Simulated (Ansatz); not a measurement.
Crystal: TiSi2.

```
Ti Si
1.0
     0.00000    4.11752    4.26290
     2.38951    0.00000    4.26290
     2.38951    4.11752    0.00000
Ti Si
2 4
Direct
  0.75000 0.75000 0.75000
  0.50000 0.50000 0.50000
  0.41257 0.08743 0.41257
  0.08743 0.41257 0.08743
  0.16257 0.83743 0.16257
  0.83743 0.16257 0.83743
```

The cell is a database's computed one.

- Program: Ansatz 0.2.0
- Task: relaxation of cell and atoms
- Functional: LDA
- Potentials or basis: Ansatz PAW
- Cutoff: 420 eV (not typed: the program's choice for these potentials)
- k mesh: 5 × 5 × 5
- Occupations: fermi-dirac, width 0.05 eV
- Spin: no spin polarisation

At the start: volume 13.98 Å³/atom.

Where does the relaxation end?

It ends after 6 steps and the volume is 13.49 Å³/atom (-3.5 %); space group Fddd (No. 70, to 0.05 Å).

Step by step:
```
step  energy change (eV)  largest force (eV/Å)  volume (Å³)
   1              0.0000                0.0110        83.88
   2             -0.0492                0.0200        80.54
   3             -0.0515                0.0037        80.97
   4             -0.0516                0.0009        80.95
   5             -0.0516                0.0010        80.94
   6             -0.0507                0.0010        80.94
```

Final structure:
```
CELL_PARAMETERS angstrom
0.00000 4.05318 4.23627
2.35686 0.00000 4.23627
2.35686 4.05318 0.00000
ATOMIC_POSITIONS crystal
Ti 0.75000 0.75000 0.75000
Ti 0.50000 0.50000 0.50000
Si 0.41295 0.08705 0.41295
Si 0.08705 0.41295 0.08705
Si 0.16295 0.83705 0.16295
Si 0.83705 0.16295 0.83705
```

Caveat: the plane-wave basis is chosen anew once the cell has moved, so the energies of steps on either side of that aren't comparable; the PAW data sets come from PBE, with cores solved anew for the run's functional, which leaves a small shift of forces and pressure.
